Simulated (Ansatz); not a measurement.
TaN under changes of volume

One of the cells (10.813 Å³/atom); the others are scaled copies at fixed shape and fractional positions:

```xyz
2
Lattice="0.0000 2.2113 2.2113 2.2113 0.0000 2.2113 2.2113 2.2113 0.0000" Properties=species:S:1:pos:R:3 pbc="T T T"
Ta    2.2113    2.2113    2.2113
N     0.0000    0.0000    0.0000
```

The cell comes from a database or a generator and needn't be the stable form of this composition.

- Program: Ansatz 0.2.0
- Functional: PBE
- Potentials or basis: Ansatz PAW earlier set
- Cutoff: 870 eV (not typed: the program's choice for these potentials)
- k mesh: 10 × 10 × 10
- Occupations: fermi-dirac, width 0.05 eV
- Spin: no spin polarisation

| volume (Å³/atom) | energy over the lowest point (meV/atom) | pressure (GPa) |
| --- | --- | --- |
| 10.164 | 39.19 | 21.8 |
| 10.381 | 15.67 | 13.3 |
| 10.597 | 2.98 | 5.7 |
| 10.813 | 0.00 | -1.1 |
| 11.030 | 5.74 | -7.2 |
| 11.246 | ? | ? |
| 11.462 | 39.85 | -17.6 |

Task: What does the run at 11.246 Å³/atom give?

Result: Energy over the lowest point 19.29 meV/atom; pressure -12.7 GPa.

Worked out: A Birch-Murnaghan fit of order 3 (a polynomial in V^(-2/3)) to the other rows has its minimum at 10.78 Å³/atom with B0 = V·E''(V) = 327 GPa and B' = 4.3. It gives 19.28 meV/atom at 11.246 Å³/atom, against the run's 19.29, and -dE/dV = -12.7 GPa, against -12.7.

Energies are extrapolated to zero smearing.
